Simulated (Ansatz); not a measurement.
## KI: moving K off its site

KI, Fm-3m, a = 7.049 Å (as given, not relaxed at this level: 0.2 GPa). Ansatz: r2SCAN, PAW, 500 eV, Γ-centred 6×6×6 mesh on 2 atoms, Gaussian smearing 0.05 eV; no spin polarisation.

```yaml
crystal:
  lattice:
    - [0.00000, 3.52455, 3.52455]
    - [3.52455, 0.00000, 3.52455]
    - [3.52455, 3.52455, 0.00000]
  atoms:
    - { symbol: K, position: [0.00000, 0.00000, 0.00000] }
    - { symbol: I, position: [0.50000, 0.50000, 0.50000] }
```

Atom 1 (K) moves by x along the unit vector (0.707, -0.707, 0.000), with its periodic images; all else is held. y is the free energy of the cell over the start, F the force along the path summed over the moved atoms. Symmetry makes y even in x.

| x (Å) | y (meV) | F (eV/Å) |
| --- | --- | --- |
| -0.3000 | 56.22 | 0.38 |
| -0.1500 | 13.78 | 0.18 |
| 0.0000 | 0.00 | 0.00 |
| 0.0375 | 0.86 | -0.05 |
| 0.0750 | 3.43 | -0.09 |
| 0.1125 | 7.73 | -0.14 |
| 0.1875 | 21.62 | -0.23 |
| 0.2250 | 31.27 | -0.28 |
| 0.2625 | ? | ? |

Task: Fit y = c2 x² + c4 x⁴ to the energies of the other rows, give the force constant, and predict energy and force of the missing row.

Result: Least squares on the rows shown. y = 608.63 x² + 178.23 x⁴. The force constant is 2 c2 = 1.22 eV/Å² (for all images moving together, not for a lone atom). With two atoms in a cubic cell this is the optical mode at Γ without the LO field: ω = 521.5 √(2 c2/μ) = 105 cm⁻¹ for μ = 29.89 u. The force −dy/dx at the missing row is -0.33 eV/Å (computed -0.33). At x = 0.2625 the fit asked for gives 42.78 meV. The run gave 42.79 meV, so the fit is 0.01 meV too low, a small miss on the scale of the series.